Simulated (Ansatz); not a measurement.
Runs of Ansatz 0.2.0 on TiSi2. Symmetry: Cmcm, No. 63, orthorhombic system. Conventional cell: a = 3.530 Å, b = 13.519 Å, c = 3.565 Å, α = 90.00°, β = 90.00°, γ = 90.00°. Around Ti (site symmetry m2m) lie 10 Si at 2.58 to 2.81 Å. Si (site symmetry m2m) is surrounded by 4 Si at 2.51 Å and 4 Ti at 2.66 to 2.67 Å. Si (site symmetry m2m) is surrounded by 2 Si at 2.38 Å and 4 Ti at 2.58 Å. The cell comes from a database or a generator and needn't be the stable form of this composition.

```csv
task,level,potentials or basis,U,cell,k mesh,cutoff (eV),points for each segment of the path,hubbard projectors,double counting,gap on the mesh (eV),pressure (GPa),relaxed volume (Å³/atom),largest force (eV/Å)
band structure,HSE06,Ansatz PAW,-,as given,6 × 6 × 6,420,4,-,-,none,-,-,0.20
relaxation of cell and atoms,PBEsol,Ansatz PAW,-,relaxed,8 × 8 × 8,420,-,-,-,none,0.0,13.91,0.01
single point,PBE0,Ansatz PAW,-,as given,6 × 6 × 6,420,-,-,-,none,-,-,(a)
single point,PBE,SPMS NC,-,as given,8 × 8 × 8,707,-,-,-,none,1.8,-,0.18
projected density of states,PBEsol+U,Ansatz PAW,Ti d U = 4 eV,as given,8 × 8 × 8,420,-,ortho-atomic (the default),fll (the default),none,1.3,-,(b)
relaxation of cell and atoms,PBEsol,Ansatz PAW earlier set,-,relaxed,8 × 8 × 8,740,-,-,-,none,0.0,13.91,0.01
single point,PBE,Ansatz PAW earlier set,-,as given,8 × 8 × 8,910,-,-,-,none,1.8,-,0.19
```

Alike in all rows: no spin polarisation; smearing fermi-dirac 0.05 eV.

**Question.** Estimate the missing entries.

**Answer.** (a) 0.21; (b) 0.28.

Caveats: the PAW data sets come from PBE, with cores solved anew for the run's functional, which leaves a small shift of forces and pressure (some runs); the plane-wave basis is chosen anew once the cell has moved, so the energies of steps on either side of that aren't comparable (some runs); U without spin polarisation on a metal has little footing (some runs); the U is typed as a test and isn't derived for this compound (some runs); the density of states is complete only up to the lowest level of the last band computed (some runs).

A k mesh can miss the band edges.

A gap of «none» marks a metal or a gap under the smearing width.

Not every run made on this cell is shown here.
